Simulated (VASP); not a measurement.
## How a change of volume changes GaN (F-43m)

Strain engineering needs slopes: what does a change of volume do to the lattice and the band edges of GaN?

Method: LDA; plane waves and PAW (Ga_d, N); cell typed or built by script, in the first sound run; inputs show where later runs differ, in VASP 6.6.1.

### 1. The structure

The structure is cubic, space group F-43m (No. 216). Conventional cell: a = 4.500 Å, b = 4.500 Å, c = 4.500 Å, α = 90.00°, β = 90.00°, γ = 90.00°. Nearest to Ga lie 4 N at 1.95 Å. Nearest to N lie 4 Ga at 1.95 Å. Farther neighbours and most contacts between anions are not listed.

As a file:

```
Ga N
1.0
     0.00000    2.25000    2.25000
     2.25000    0.00000    2.25000
     2.25000    2.25000    0.00000
Ga N
1 1
Direct
  0.00000 0.00000 0.00000
  0.25000 0.25000 0.25000
```

### 2. Relax the crystal, LDA

The series starts from the cell that this level prefers, so that zero strain is near zero stress.

This step took 2 runs in a row; the last is shown.

Level: LDA; plane waves and PAW (Ga_d, N); cell typed or built by script.

File INCAR:

```
SYSTEM = GaN
PREC = Accurate
ENCUT = 600
EDIFF = 1E-07
NELM = 120
ISMEAR = 0
SIGMA = 0.02
LREAL = .FALSE.
ALGO = Normal
GGA = CA
NBANDS = 15
LASPH = .TRUE.
LORBIT = 11
LWAVE = .FALSE.
LCHARG = .FALSE.
KPAR = 16
IBRION = 2
NSW = 40
ISIF = 3
EDIFFG = -0.005
POTIM = 0.4
```

File POSCAR:

```
GaN
1.0
    0.0000000000      2.2313343091      2.2313343091
    2.2313343091      0.0000000000      2.2313343091
    2.2313343091      2.2313343091      0.0000000000
Ga N
1 1
Direct
    0.0000000000      0.0000000000      0.0000000000
    0.2500000000      0.2500000000      0.2500000000
```

File KPOINTS:

```
Automatic mesh
0
Gamma
11 11 11
0 0 0
```

Potentials, in the order of the species: Ga_d and N (LDA family, release 64).

The run is started by

```bash
$ mpirun -np 16 vasp_std
```

Log:

```text
[banner, memory and clock lines left out]
running   16 mpi-ranks, on    1 nodes
[...]
|                                                                             |
|           W    W    AA    RRRRR   N    N  II  N    N   GGGG   !!!           |
|           W    W   A  A   R    R  NN   N  II  NN   N  G    G  !!!           |
|           W    W  A    A  R    R  N N  N  II  N N  N  G       !!!           |
|           W WW W  AAAAAA  RRRRR   N  N N  II  N  N N  G  GGG   !            |
|           WW  WW  A    A  R   R   N   NN  II  N   NN  G    G                |
|           W    W  A    A  R    R  N    N  II  N    N   GGGG   !!!           |
|                                                                             |
|     For optimal performance we recommend to set                             |
|       NCORE = 2 up to number-of-cores-per-socket                            |
|     NCORE specifies how many cores store one orbital (NPAR=cpu/NCORE).      |
|     This setting can greatly improve the performance of VASP for DFT.       |
[...]
|     Unfortunately you need to use the default for GW and RPA                |
|     calculations (for HF NCORE is supported but not extensively tested      |
|     yet).                                                                   |
|                                                                             |

 LDA part: xc-table for (Slater(with rela. corr.)+CA(PZ))
 , standard interpolation
 POSCAR, INCAR and KPOINTS ok, starting setup
[...]
entering main loop
       N       E                     dE             d eps       ncg     rms          rms(c)
DAV:   1     0.857532580152E+02    0.85753E+02   -0.10353E+04  1880   0.234E+03
DAV:   2    -0.962955588985E+01   -0.95383E+02   -0.88750E+02  1925   0.361E+02
DAV:   3    -0.159400123771E+02   -0.63105E+01   -0.62836E+01  1827   0.774E+01
DAV:   4    -0.160128846995E+02   -0.72872E-01   -0.72858E-01  2165   0.873E+00
[...]
DAV:  11    -0.139446167820E+02    0.68215E-04   -0.22576E-04  2527   0.281E-01    0.128E-02
DAV:  12    -0.139446187308E+02   -0.19488E-05   -0.17683E-05  1939   0.487E-02    0.284E-03
DAV:  13    -0.139446186893E+02    0.41537E-07   -0.66328E-07  2552   0.156E-02
   1 F= -.13944619E+02 E0= -.13944619E+02  d E =-.139446E+02
[...]
reached required accuracy - stopping structural energy minimisation
```

Run time: 3 s. Hardware: 16 MPI ranks of AMD EPYC 9R45, shared host; peak memory 2.4 GiB.

Lines that name or quote the potential files are left out of all logs, and their timing lines are given in words.

Parts of OUTCAR (step 2):

```text
  Total        0.0013547      0.0013547      0.0013547      0.0000000      0.0000000      0.0000000
  in kB        0.0976824      0.0976824      0.0976824      0.0000000      0.0000000      0.0000000
  external PRESSURE =       0.0976824 kB  Pullay stress =       0.0000000 kB

 POSITION                                       TOTAL-FORCE (eV/Angst)
 -----------------------------------------------------------------------------------
      0.00000      0.00000      0.00000        -0.000000     -0.000000     -0.000000
      1.11567      1.11567      1.11567         0.000000      0.000000      0.000000
 -----------------------------------------------------------------------------------
    total drift:                               -0.000000     -0.000000      0.000000

  FREE ENERGIE OF THE ION-ELECTRON SYSTEM (eV)
  ---------------------------------------------------
  free  energy   TOTEN  =       -13.9446186893 eV

  energy  without entropy=      -13.9446186893  energy(sigma->0) =      -13.94461869

 reached required accuracy - stopping structural energy minimisation

[... 3 further parts left out ...]
[key lines of the parts left out:]
E-fermi :   5.4486
```

This run gave:

- energy(sigma→0) of the program: -13.9446 eV
- stress, compression positive: xx, yy, zz 0.01, 0.01, 0.01 GPa
- volume: 22.219 Å³
- ionic steps: 1

### 3. Relax at fixed volume, LDA

One member in full: the volume is scaled by 0.94, and the cell is held.

Level: LDA; plane waves and PAW (Ga_d, N); cell typed or built by script.

INCAR, as its differences from that of step 2:

```diff
@@ -15,7 +15,8 @@
 LCHARG = .FALSE.
-KPAR = 16
+KPAR = 4
 IBRION = 2
 NSW = 40
-ISIF = 3
-EDIFFG = -0.005
+ISIF = 2
+EDIFFG = -0.004
 POTIM = 0.4
+MAXMIX = 40
```

File POSCAR:

```
GaN
1.0
    0.0000000000      2.1857840931      2.1857840931
    2.1857840931      0.0000000000      2.1857840931
    2.1857840931      2.1857840931      0.0000000000
Ga N
1 1
Direct
    0.0000000000      0.0000000000      0.0000000000
    0.2500000000      0.2500000000      0.2500000000
```

KPOINTS is that of step 2.

The run is started by

```bash
$ mpirun -np 4 vasp_std
```

Log:

```text
[banner, memory and clock lines left out]
running    4 mpi-ranks, on    1 nodes
[...]
LDA part: xc-table for (Slater(with rela. corr.)+CA(PZ))
 , standard interpolation
 POSCAR, INCAR and KPOINTS ok, starting setup
[...]
entering main loop
       N       E                     dE             d eps       ncg     rms          rms(c)
DAV:   1     0.847848792274E+02    0.84785E+02   -0.10264E+04  1864   0.238E+03
DAV:   2    -0.102259561902E+02   -0.95011E+02   -0.88328E+02  1904   0.354E+02
DAV:   3    -0.160278395747E+02   -0.58019E+01   -0.57715E+01  1869   0.752E+01
DAV:   4    -0.160889049995E+02   -0.61065E-01   -0.61058E-01  2093   0.811E+00
[...]
DAV:  11    -0.138866223248E+02    0.34930E-04   -0.15210E-04  2513   0.208E-01    0.612E-03
DAV:  12    -0.138866237250E+02   -0.14002E-05   -0.11845E-05  1946   0.410E-02    0.665E-03
DAV:  13    -0.138866237203E+02    0.46998E-08   -0.30650E-07  2046   0.113E-02
   1 F= -.13886624E+02 E0= -.13886624E+02  d E =-.138866E+02
[...]
reached required accuracy - stopping structural energy minimisation
```

Elapsed: 6 s, on 4 MPI ranks; peak memory 0.51 GiB; 22 s of CPU time.

OUTCAR, selected parts (step 3):

```text
  Total        1.8635520      1.8635520      1.8635520      0.0000000      0.0000000      0.0000000
  in kB      142.9553204    142.9553204    142.9553204      0.0000000      0.0000000      0.0000000
  external PRESSURE =     142.9553204 kB  Pullay stress =       0.0000000 kB

 POSITION                                       TOTAL-FORCE (eV/Angst)
 -----------------------------------------------------------------------------------
      0.00000      0.00000      0.00000         0.000000     -0.000000      0.000000
      1.09289      1.09289      1.09289        -0.000000      0.000000     -0.000000
 -----------------------------------------------------------------------------------
    total drift:                               -0.000001     -0.000001     -0.000001

  FREE ENERGIE OF THE ION-ELECTRON SYSTEM (eV)
  ---------------------------------------------------
  free  energy   TOTEN  =       -13.8866237203 eV

  energy  without entropy=      -13.8866237203  energy(sigma->0) =      -13.88662372

[... 2 parts as in an earlier step ...]

[... 2 further parts left out ...]
[key lines of the parts left out:]
E-fermi :   6.2883
```

This run gave:

- energy(sigma→0) of the program: -13.8866 eV
- stress, compression positive: xx, yy, zz 14.30, 14.30, 14.30 GPa
- ionic steps: 1

### 4. Band edges, HSE06

Short lines in KPOINTS_OPT sample the zone centre, for masses, and the other valleys.

Level: HSE06; plane waves and PAW (Ga_d, N); cell typed or built by script.

File INCAR:

```
SYSTEM = GaN
PREC = Accurate
ENCUT = 600
EDIFF = 1E-06
NELM = 100
ISMEAR = 0
SIGMA = 0.02
LREAL = .FALSE.
ALGO = Normal
LHFCALC = .TRUE.
AEXX = 0.25
GGA = PE
HFSCREEN = 0.2
LASPH = .TRUE.
NBANDS = 14
PRECFOCK = Fast
LWAVE = .FALSE.
LCHARG = .FALSE.
KPAR = 4
```

POSCAR is that of step 3.

File KPOINTS:

```
Automatic mesh
0
Gamma
6 6 6
0 0 0
```

File KPOINTS_OPT:

```
Line mode
6
Line-mode
Reciprocal
  0.00000000   0.00000000   0.00000000
  0.01739392   0.01739392   0.00000000

  0.00000000   0.00000000   0.00000000
 -0.00000000  -0.01739392  -0.01739392

  0.31000000   0.31000000   0.00000000
  0.50000000   0.50000000   0.00000000

  0.00000000   0.31000000   0.31000000
  0.00000000   0.50000000   0.50000000

  0.45000000   0.45000000   0.45000000
  0.50000000   0.50000000   0.50000000

  0.45000000   0.00000000   0.00000000
  0.50000000   0.00000000   0.00000000

  0.42500000   0.42500000   0.00000000
  0.42500000   0.44239392   0.01739392

  0.50000000   0.50000000   0.50000000
  0.48770064   0.51229936   0.50000000
```

The run is started by

```bash
$ mpirun -np 4 vasp_std
```

Log:

```text
[banner, memory and clock lines left out]
running    4 mpi-ranks, on    1 nodes
[...]
|                                                                             |
|               ----> ADVICE to this user running VASP <----                  |
|                                                                             |
|     You enforced a specific xc type in the INCAR file but a different       |
|     [... a line on the potential file left out ...]
|     I HOPE YOU KNOW WHAT YOU ARE DOING!                                     |
|                                                                             |

 LDA part: xc-table for (Slater+PW92), standard interpolation
 found WAVECAR, reading the header
 POSCAR, INCAR and KPOINTS ok, starting setup
[...]
reading WAVECAR
 the WAVECAR file was read successfully
 initial charge from wavefunction
 entering main loop
       N       E                     dE             d eps       ncg     rms          rms(c)
DAV:   1    -0.146831225653E+02   -0.14683E+02   -0.10680E+00   616   0.324E+01    0.890E-01
DAV:   2    -0.146666237768E+02    0.16499E-01   -0.81034E-02   612   0.730E+00    0.561E-01
DAV:   3    -0.146606360645E+02    0.59877E-02   -0.13974E-02   574   0.289E+00    0.313E-01
DAV:   4    -0.146602790182E+02    0.35705E-03   -0.22298E-03   664   0.921E-01    0.170E-01
[...]
DAV:   8    -0.146600249174E+02    0.71960E-05   -0.22506E-06   476   0.262E-02    0.152E-02
DAV:   9    -0.146600227732E+02    0.21442E-05   -0.71546E-07   266   0.139E-02    0.902E-03
DAV:  10    -0.146600221396E+02    0.63361E-06   -0.57212E-07   242   0.897E-03
   1 F= -.14660022E+02 E0= -.14660022E+02  d E =-.893099E-12
 Start KPOINTS_OPT (optional k-point list driver)
k-point batch [1-16\48]
       N       E                     dE             ncg
DAV:   1     0.474921514757E+03   -0.27128E+04      488
DAV:   2    -0.137300976326E+04   -0.18479E+04      496
DAV:   3    -0.153681278306E+04   -0.16380E+03      514
DAV:   4    -0.154074866981E+04   -0.39359E+01      594
DAV:   5    -0.154078007482E+04   -0.31405E-01      592
DAV:   6    -0.154078053736E+04   -0.46254E-03      672
DAV:   7    -0.154078054517E+04   -0.78024E-05      520
DAV:   8    -0.154078054541E+04   -0.24345E-06      458
[...]
k-point batch [33-48\48]
       N       E                     dE             ncg
DAV:   1     0.318700631256E+03   -0.12555E+05      496
DAV:   2    -0.158781480040E+04   -0.19065E+04      514
DAV:   3    -0.172381282953E+04   -0.13600E+03      502
DAV:   4    -0.172647892802E+04   -0.26661E+01      502
DAV:   5    -0.172650627776E+04   -0.27350E-01      552
DAV:   6    -0.172650673634E+04   -0.45857E-03      576
DAV:   7    -0.172650674500E+04   -0.86609E-05      482
DAV:   8    -0.172650674525E+04   -0.25569E-06      376
```

The job ended after 5.9 min (4 MPI ranks; peak memory 1 GiB; 24 min of CPU time).

OUTCAR, selected parts (step 4):

```text
  LATTYP: Found a face centered cubic cell.
 ALAT       =     4.3715681862

 Subroutine GETGRP returns: Found 24 space group operations
 (whereof 24 operations were pure point group operations)

The static configuration has the point symmetry T_d .

 Found     16 irreducible k-points:

   k-points           NKPTS =     16   k-points in BZ     NKDIM =    216   number of bands    NBANDS=     14

   dimension x,y,z NGX =    28 NGY =   28 NGZ =   28
   dimension x,y,z NGXF=    56 NGYF=   56 NGZF=   56

   ENCUT  =  600.0 eV  44.10 Ry    6.64 a.u.   6.17  6.17  6.17*2*pi/ulx,y,z

   NELECT =      18.0000    total number of electrons

  exchange ACFDT corr.  =         0.00000000  see jH, gK, PRB 81, 115126

 E-fermi :   5.6349

 k-point     1 :       0.0000    0.0000    0.0000
  band No.  band energies     occupation
    ...
      5      -9.7608      2.00000
      6      -9.7608      2.00000
      7       5.5477      2.00000
      8       5.5477      2.00000
      9       5.5478      2.00000
     10       9.2333      0.00000
     11      18.1237      0.00000
     12      18.1237      0.00000
     13      18.1237      0.00000
     14      26.2130      0.00000

 k-point     2 :       0.1667    0.0000    0.0000
  band No.  band energies     occupation
    ...
      5      -9.7633      2.00000
      6      -9.7633      2.00000
      7       3.0970      2.00000
      8       5.2228      2.00000
      9       5.2228      2.00000
     10      10.8461      0.00000
     11      17.0700      0.00000
     12      18.5526      0.00000
     13      18.5526      0.00000
     14      24.7180      0.00000

 POSITION                                       TOTAL-FORCE (eV/Angst)
 -----------------------------------------------------------------------------------
      0.00000      0.00000      0.00000         0.000000      0.000000      0.000000
      1.09289      1.09289      1.09289        -0.000000     -0.000000     -0.000000
 -----------------------------------------------------------------------------------
    total drift:                               -0.000007     -0.000012     -0.000006

  FREE ENERGIE OF THE ION-ELECTRON SYSTEM (eV)
  ---------------------------------------------------
  free  energy   TOTEN  =       -14.6600221396 eV

  energy  without entropy=      -14.6600221396  energy(sigma->0) =      -14.66002214

[... 1 part as in an earlier step ...]

[... 7 further parts left out ...]
```

This run gave:

| Item | Value |
| --- | --- |
| energy(sigma→0) of the program | -14.6600 eV |

### 5. The table

Hybrid runs start from orbitals of a short LDA run, not shown.

Runs beyond LDA use the data sets made with LDA; this shifts their levels slightly, and their total energies have another zero.

The other members went through these steps as far as the tables show, with the same cutoff and, step by step, the same mesh; 26 runs are not shown. The session took 4.6 core hours (wall time by ranks) on a shared machine.

```csv
volume over the relaxed volume,volume (Å³/atom),pressure (GPa),energy above the unstrained row (meV/atom),"gap on the mesh, LDA (eV)"
0.940,10.443,14.296,28.997,2.341
0.955,10.610,10.281,16.023,2.239
0.970,10.776,6.578,7.067,2.138
0.985,10.943,3.162,1.822,2.038
1,11.110,0.010,0.000,1.940
1.015,11.276,-2.897,1.328,1.844
1.030,11.443,-5.575,5.577,1.748
1.045,11.609,-8.047,12.504,1.655
1.060,11.776,-10.345,21.915,1.562
```

A cubic of the pressure in ln(V/V₀) through all rows has the slope −B at V₀: B = 202 GPa, and its curvature gives B′ = 4.4.

Band edges at HSE06, counted from the valence-band top at Γ, with one row partly withheld:

```csv
volume over the relaxed volume,gap (eV),conduction band at Γ (eV),Δ or X valley along z (eV),"lowest conduction level at L, [111] (eV)",second valence level below the top (eV),third valence level below the top (eV)
0.940,3.685,3.686,4.534,6.810,0.000,0.000
0.955,3.567,3.567,4.524,6.687,0.000,0.000
0.970,3.450,3.450,4.513,6.565,0.000,0.000
0.985,3.334,3.335,4.503,6.445,0.000,0.000
1,3.221,3.221,4.492,6.327,0.000,0.000
1.015,?,?,4.481,6.212,0.000,0.000
1.030,2.998,2.998,4.469,6.098,0.000,0.000
1.045,2.889,2.889,4.458,5.986,0.000,0.000
1.060,2.782,2.782,4.447,5.876,0.000,0.000
```

Conduction masses, in electron masses (the axis is [001]):

```csv
volume over the relaxed volume,"conduction mass at Γ, along the strain axis or the normal of the plane"
0.940,0.227
0.955,0.220
0.970,0.213
0.985,0.208
1,0.202
1.015,0.196
1.030,0.191
1.045,0.185
1.060,0.178
```

### 6. Fit and prediction

The quantity to fit is the conduction level at Γ above the mean of the three top valence levels at HSE06: 3.686, 3.567, 3.450, 3.335, 3.221, 2.998, 2.889, 2.782 eV in the rows shown.

Fitting a parabola to the 8 known rows (u: logarithm of the volume ratio) gives E = − 0.2273 u² − 7.525 u + 3.221 in eV; the residuals are 8.0e-5 eV r.m.s.

At u = 0.01489 this predicts 3.1088 eV.

### 7. The withheld row

The calculation gives 3.1087 eV, so the prediction is 0.0001 eV too high.

### 8. Results

* bulk modulus: 202 GPa
* gap of the unstrained cell, HSE06: 3.22 eV
* dE/d ln V of the conduction level at Γ above the mean of the three top valence levels, HSE06: -7.53 eV
* error of the predicted row: 0.1 meV

In words: The slope of the energy gives 0.19 GPa at the relaxed volume where the pressure column has 0.01 GPa, a mark of the finite basis. At HSE06 the lowest conduction valley is Γ throughout, and the gap runs between 2.78 and 3.69 eV. Hole masses are left out throughout, since the top bands are degenerate or cross in many series; of conduction masses, those of the Γ, L and (for Si and Ge under (001) strain) Δ valleys are kept where they change by under an eighth between rows. HSE06 ran on a coarser mesh than the semilocal levels. Spin-orbit coupling is left out at HSE06, so the valence splittings there lack it. Δ or X levels are the lowest on their line, refined by a parabola unless they lie at X; the gap is read from all points sampled and can differ from the lowest valley by some meV, or by tens of meV where strain moves the valence top off Γ. Temperature, zero-point motion and excitons are left out.

[Lines on the potential files, build, host, timing and source positions are cut from VASP's logs without a mark.]

[Logs are printed without paths, hosts, clocks, repeated set-up lines and the standing remarks that a program may print on its own settings, such as how far it seeks lower states.]

[Hosts, paths, dates, database ids (printed as entryN), source tags and the programs' standing remarks are cut or masked in the printed files.]

[In band tables of VASP the shares of atoms and orbitals are scaled to a sum of 1 inside the atoms' spheres.]
